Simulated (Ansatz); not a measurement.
Crystal: SrCl2.

```
Sr Cl
1.0
     0.00000    3.48835    3.48835
     3.48835    0.00000    3.48835
     3.48835    3.48835    0.00000
Sr Cl
1 2
Direct
  0.00000 0.00000 0.00000
  0.75000 0.75000 0.75000
  0.25000 0.25000 0.25000
```

Base run:

* Program: Ansatz 0.2.0
* Functional: PBEsol
* Potentials or basis: Ansatz PAW
* Cutoff: 420 eV
* Density cutoff: 1680 eV
* k mesh: 7 × 7 × 7
* Occupations: fermi-dirac, width 0.05 eV
* Spin: no spin polarisation

Its results: band gap on the k mesh 5.18 eV, indirect (least direct gap 5.48 eV); pressure -1.1 GPa.

Question: The run is repeated on the same cell with these changes: functional from PBEsol to PBE. What comes out?

Answer: Band gap on the k mesh 5.38 eV, indirect (least direct gap 5.68 eV); pressure 1.0 GPa.

PBE binds less tightly than PBEsol, so the same cell stands under more pressure.

Caveats: the PAW data sets come from PBE, with cores solved anew for the run's functional, which leaves a small shift of forces and pressure (some runs).

A k mesh can miss the band edges.

Not every run made on this cell is shown here.
